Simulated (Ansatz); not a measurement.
## From three elastic constants to directional properties of Ag

All numbers below come from DFT PBE, scalar-relativistic, plane waves, PAW (Ansatz 0.2.0). Plane waves to 420 eV; Γ-centred k mesh 20×20×20; Fermi-Dirac smearing of 0.15 eV. No spin polarisation.

The cell, relaxed at this level:
```cif
data_structure
_symmetry_space_group_name_H-M 'P 1'
_symmetry_Int_Tables_number 1
_cell_length_a 2.9333
_cell_length_b 2.9333
_cell_length_c 2.9333
_cell_angle_alpha 60.000
_cell_angle_beta 60.000
_cell_angle_gamma 60.000
_cell_volume 17.85
loop_
_atom_site_label
_atom_site_type_symbol
_atom_site_fract_x
_atom_site_fract_y
_atom_site_fract_z
_atom_site_occupancy
Ag1 Ag 0.00000 0.00000 0.00000 1
```

In a metal, frequencies and elastic constants depend on the k mesh and the smearing, soft modes and shear constants most.

With ions relaxed, on the cubic axes: C11 = 113.0, C12 = 80.2, C44 = 45.5 GPa. The density is 10.036 g/cm³. Zone-centre modes weren't checked beside this run.

Question: Is the crystal stable against strain, and how anisotropic is it?

Answer: Born's conditions hold: C11 + 2C12 = 273.4, C11 − C12 = 32.9 and C44 = 45.5 GPa are all positive. B = (C11 + 2C12)/3 = 91.1 GPa. The two shear moduli are C44 and C′ = (C11 − C12)/2 = 16.4 GPa, so Zener's ratio is A = C44/C′ = 2.77: the tetragonal shear C′ is the soft one, as in many fcc and bcc metals and zincblende crystals. The Cauchy pressure C12 − C44 is 34.7 GPa; it would vanish for pair forces between atoms on inversion centres at zero pressure, and a positive value is usual with metallic or many-body binding.

Question: Give the sound speeds along the three symmetry directions.

Answer: The Christoffel equation gives ρv² for each branch:
```
direction branch                    ρv²    GPa v (m/s)
    [100]              L                    C11  113.0     3356
    [100]         T (×2) C44   45.5     2128
    [110]              L   (C11 + C12 + 2C44)/2  142.1     3763
    [110]   T, u ∥ [001]                    C44   45.5     2128
    [110]  T, u ∥ [1-10]          (C11 − C12)/2   16.4     1279
    [111]              L  (C11 + 2C12 + 4C44)/3  151.8     3889
    [111]         T (×2) (C11 − C12 + C44)/3   26.1     1613
```

Question: How does Young's modulus depend on direction?

Answer: Inverting gives S11 = 21.507, S12 = -8.925, S44 = 21.993 TPa⁻¹. Along a unit vector (l, m, n), 1/E = S11 − 2(S11 − S12 − S44/2)(l²m² + m²n² + n²l²), where the last bracket is 0, 1/4 and 1/3 for [100], [110] and [111]: E = 46, 85 and 117 GPa. With A > 1 the body diagonal is stiffest. For a film on (001), the biaxial modulus is C11 + C12 − 2C12²/C11 = 79 GPa and the normal strain is −2C12/C11 = -1.42 times the in-plane one.

Cost: 1 run of about 2.1 core-minutes, on AMD EPYC (Zen 3) (shared hosts).

The elastic constants describe silver as a metal that resists compression much more than tetragonal shear. The delocalised s electrons, together with the overlap of filled d shells, resist a change of volume, but they supply little of the directional bonding that would stiffen a volume-conserving distortion. The fcc geometry adds to the contrast: even central forces between nearest neighbours make C′ softer than C44. Young's modulus follows the same split, since a load along [100] draws on C′ for its shear part and one along [111] on C44. This is why the cube axis is the compliant direction although the bulk modulus enters both equally.

The density and the bulk modulus of 91.1 GPa both lie below the established values for silver, as expected from PBE, which underbinds this metal and expands its lattice. The strong anisotropy, by contrast, agrees with the known behaviour. The positive moduli establish stability against small homogeneous strains only, and say nothing about phonons of short wavelength.
